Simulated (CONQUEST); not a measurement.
W under changes of volume

One of the cells (15.848 Å³/atom); the others are scaled copies at fixed shape and fractional positions:

```
W
1.0
     3.16469    0.00000    0.00000
     0.00000    3.16469    0.00000
     0.00000    0.00000    3.16469
W
2
Direct
  0.00000 0.00000 0.00000
  0.50000 0.50000 0.50000
```

| Property | Result |
| --- | --- |
| Program | CONQUEST 1.3 |
| Functional | PBEsol |
| Potentials or basis | PseudoDojo NC PBEsol, DZP, grid of 32 × 32 × 32 points |
| k mesh | 8 × 8 × 8 |
| Occupations | fermi-dirac, width 0.05 eV |
| Spin | no spin polarisation |

| volume (Å³/atom) | energy over the lowest point (meV/atom) | pressure (GPa) |
| --- | --- | --- |
| 14.897 | 70.31 | 24.6 |
| 15.214 | 31.16 | 15.6 |
| 15.531 | 8.30 | 7.7 |
| 15.848 | 0.00 | 0.8 |
| 16.165 | 3.95 | -5.0 |
| 16.482 | ? | ? |
| 16.798 | 46.55 | -16.0 |

Task: What does the run at 16.482 Å³/atom give?

Result: Energy over the lowest point 19.89 meV/atom; pressure -10.8 GPa.

Worked out: A Birch-Murnaghan fit of order 3 (a polynomial in V^(-2/3)) to the other rows has its minimum at 15.89 Å³/atom with B0 = V·E''(V) = 323 GPa and B' = 4.3. It gives 20.15 meV/atom at 16.482 Å³/atom, against the run's 19.89, and -dE/dV = -10.8 GPa, against -10.8.

Energies are extrapolated to zero smearing.

Caveats: the basis of atomic orbitals isn't converged, which shifts pressures, moduli and gaps.
